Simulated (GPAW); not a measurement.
The system is SiC (Moissanite).

```
Si C
1.0
     3.07600    0.00000    0.00000
    -1.53800    2.66389    0.00000
     0.00000    0.00000    5.04800
Si C
2 2
Direct
  0.66667 0.33333 0.50000
  0.33333 0.66667 0.00000
  0.66667 0.33333 0.88500
  0.33333 0.66667 0.38500
```

| Quantity | Value |
| --- | --- |
| Program | GPAW 26.7.0 |
| Task | relaxation of cell and atoms |
| Functional | BLYP |
| Dispersion | D4 |
| Potentials or basis | PAW data sets generated in the run's folder for this functional |
| Cutoff | 800 eV |
| Basis | pw |
| k mesh | 7 × 7 × 4 |
| Occupations | fermi-dirac, width 0.05 eV |
| Spin | no spin polarisation |

At the start: pressure 0.5 GPa; volume 10.34 Å³/atom.

Task: How do energy, volume and symmetry change on relaxing?

Result: Over 6 steps the energy falls by 9.1 meV/atom and the volume is 10.35 Å³/atom (+0.1 %); space group P6_3mc (No. 186, to 0.05 Å).

The path:
```tsv
step	energy change (eV)	largest force (eV/Å)	pressure (GPa)	volume (Å³)
1	0.0000	0.7508	0.50	41.36
2	-0.0257	0.4212	0.20	41.38
3	-0.0361	0.0498	0.03	41.39
4	-0.0363	0.0054	0.03	41.39
5	-0.0364	0.0092	0.03	41.39
6	-0.0365	0.0063	0.00	41.40
```

Final structure:
```
CELL_PARAMETERS angstrom
3.07614 0.00000 0.00000
-1.53807 2.66401 0.00000
0.00000 0.00000 5.05183
ATOMIC_POSITIONS crystal
Si 0.66667 0.33333 0.50462
Si 0.33333 0.66667 0.00462
C 0.66667 0.33333 0.88037
C 0.33333 0.66667 0.38037
```

Caveat: later steps reuse the first step's grids.
